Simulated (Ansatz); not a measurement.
Be₁₆HS₁₆: course of a relaxation

Level of theory: DFT PBE, scalar-relativistic, plane waves, PAW (Ansatz). (420 eV cutoff, 2×2×2 k-mesh, shifted by half a step, Gaussian smearing of 0.01 eV, no spin polarisation)

What was changed: H interstitial, charge -1, atoms relaxed at the host's cell.

In a supercell of 33 atoms the defect feels its periodic images.

Spin polarisation was left out.

Command:

```bash
ansatz run input.yaml --threads 4 --pin off --max-ram 6144MiB --backend cpu --events-out ev --progress --plain --runs-dir out
```

Input:

```yaml
crystal:
  lattice:
    - [4.876118897, 4.876118897, 4.876118897]
    - [-4.876118897, -4.876118897, 4.876118897]
    - [4.876118897, -4.876118897, -4.876118897]
  atoms:
    - { symbol: Be, position: [0.7505458926, 0.2505458926, 0.0] }
    - { symbol: Be, position: [0.0036195846, 0.0, 0.0] }
    - { symbol: Be, position: [0.75, 0.5, 0.75] }
    - { symbol: Be, position: [0.0, 0.25, 0.75] }
    - { symbol: Be, position: [0.2494541074, 0.0, 0.7494541074] }
    - { symbol: Be, position: [0.2494541074, 0.7494541074, 0.0] }
    - { symbol: Be, position: [0.5, 0.5036195846, 0.0] }
    - { symbol: Be, position: [0.7505458926, 0.0, 0.2505458926] }
    - { symbol: Be, position: [0.75, 0.75, 0.5] }
    - { symbol: Be, position: [-0.0036195846, 0.4963804154, 0.4963804154] }
    - { symbol: Be, position: [0.25, 0.25, 0.5] }
    - { symbol: Be, position: [0.5, 0.0, 0.5036195846] }
    - { symbol: Be, position: [0.5, 0.7494541074, 0.7494541074] }
    - { symbol: Be, position: [0.0, 0.75, 0.25] }
    - { symbol: Be, position: [0.25, 0.5, 0.25] }
    - { symbol: Be, position: [0.5, 0.2505458926, 0.2505458926] }
    - { symbol: S, position: [0.7503775054, 0.2503775054, 0.7505105455] }
    - { symbol: S, position: [0.00013304, 0.0, 0.7496224946] }
    - { symbol: S, position: [0.7494894545, 0.49986696, 0.49986696] }
    - { symbol: S, position: [-0.00013304, 0.2494894545, 0.49986696] }
    - { symbol: S, position: [0.2496224946, 0.0, 0.50013304] }
    - { symbol: S, position: [0.2463695511, 0.7463695511, 0.7463695511] }
    - { symbol: S, position: [0.5, 0.50013304, 0.7496224946] }
    - { symbol: S, position: [0.7536304489, 0.0, 0.0] }
    - { symbol: S, position: [0.7503775054, 0.7505105455, 0.2503775054] }
    - { symbol: S, position: [-0.00013304, 0.49986696, 0.2494894545] }
    - { symbol: S, position: [0.2505105455, 0.2503775054, 0.2503775054] }
    - { symbol: S, position: [0.5, 0.0, 0.2536304489] }
    - { symbol: S, position: [0.5, 0.7496224946, 0.50013304] }
    - { symbol: S, position: [0.00013304, 0.7496224946, 0.0] }
    - { symbol: S, position: [0.2496224946, 0.50013304, 0.0] }
    - { symbol: S, position: [0.5, 0.2536304489, 0.0] }
    - { symbol: H, position: [0.5, 0.0, 0.0] }
  host:
    lattice:
      - [0.0, 2.4380594485, 2.4380594485]
      - [2.4380594485, 0.0, 2.4380594485]
      - [2.4380594485, 2.4380594485, 0.0]
    atoms:
      - { symbol: Be, position: [0.0, 0.0, 0.0] }
      - { symbol: S, position: [0.75, 0.75, 0.75] }
total_charge: -1
basis:
  ecutwfc: 420
  xc_grid: 2
kpoints:
  mp_grid: { grid: [2, 2, 2], shift: [0.5, 0.5, 0.5] }
hamiltonian:
  xc: pbe
scf:
  occupations: { method: gaussian, width: 0.01 }
output:
  forces: true
  stress: false
  eigenvalues: true
  charged_corrections:
    defect_position: [0.5, 0.0, 0.0]
    epsilon: [[7.282, 0.0, 0.0], [0.0, 7.282, 0.0], [0.0, 0.0, 7.282]]
  write_density: true
  write_potential: true
  elf: true
  volumetric_format: npy
relax:
  adjacent_minimum: "off"
  f_tol: 0.025
  max_steps: 45
```

F is the free energy.

Steps:

```csv
step,F − F(1) (eV),largest force component (eV/Å)
1,0.0000,0.330
2,-0.0843,0.218
3,-0.1197,0.076
4,-0.1273,0.023
5,-0.1273,0.023
```

Relaxed structure:

```xyz
33
Lattice="4.8761 4.8761 4.8761 -4.8761 -4.8761 4.8761 4.8761 -4.8761 -4.8761" Properties=species:S:1:pos:R:3 pbc="T T T"
Be    2.4381    2.4381    4.7996
Be    0.0459    0.0459    0.0459
Be    4.8761   -2.4381    2.4381
Be    2.4381   -4.8761   -2.4381
Be    4.9527   -2.4381   -2.4381
Be   -2.4381   -2.4381    4.9527
Be   -0.0459   -0.0459    4.9220
Be    4.7996    2.4381    2.4381
Be    2.4381   -2.4381    4.8761
Be   -0.0459   -4.8302   -0.0459
Be    2.4381   -2.4381    0.0000
Be    4.9220   -0.0459   -0.0459
Be    2.4381   -4.9527    2.4381
Be   -2.4381   -4.8761    2.4381
Be    0.0000   -2.4381    2.4381
Be    2.4381    0.0766    2.4381
S     6.1143   -1.2382    1.2084
S     3.6677   -3.6379   -3.6379
S     3.6379   -1.2084    3.6379
S     1.2084   -3.6379   -1.2382
S     3.6677   -1.2382   -1.2382
S     1.1521   -6.0282    1.1521
S     3.6379   -3.6677    1.2382
S     3.7240    3.7240    3.7240
S     1.2084   -1.2382    6.1143
S    -1.2382   -3.6379    1.2084
S     1.2382   -1.2084    1.2382
S     3.7240    1.1521    1.1521
S     1.2382   -3.6677    3.6379
S    -3.6379   -3.6379    3.6677
S    -1.2382   -1.2382    3.6677
S     1.1521    1.1521    3.7240
H     2.4381    2.4381    2.4381
```

The run converged. It took 19 s on 4 threads of Arm Neoverse V1, with other jobs on the host, peak memory 0.79 GiB.